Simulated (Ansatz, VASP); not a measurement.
# Two plane-wave programs on Al

```
Al
1.0
     2.70473    0.00000    0.00000
     0.00000    2.70473    0.00000
     0.00000    0.00000    2.70473
Al
1
Direct
  0.00000 0.00000 0.00000
```

Alike in both runs: functional r2SCAN; k mesh 6 × 6 × 6; occupations gaussian, width 0.1 eV; no spin polarisation.

Ansatz relaxed the structure, and its values are those at the end. VASP's run is a single point on that final structure, the one shown.

```csv
,VASP,Ansatz
version,VASP 6.6.1,Ansatz 0.2.0
potentials or method,"VASP PAW PBE potentials, release 64 (Al)","scalar-relativistic, plane waves, PAW"
plane-wave cutoff (eV),520,500
valence electrons in the cell,3,3
```

|  | VASP | Ansatz | Ansatz less VASP |
| --- | --- | --- | --- |
| gap on the k mesh at the Fermi level (eV) | none | none | - |
| pressure (GPa) | -0.1 | 0.1 | +0.12 |

A gap of «none» marks a metal or a gap that the smearing closes.

Caveats: the k mesh is coarse (spacing up to 0.39 Å⁻¹), so the values aren't converged; the PAW data sets were made with another functional, which shifts forces and pressure a little (VASP).
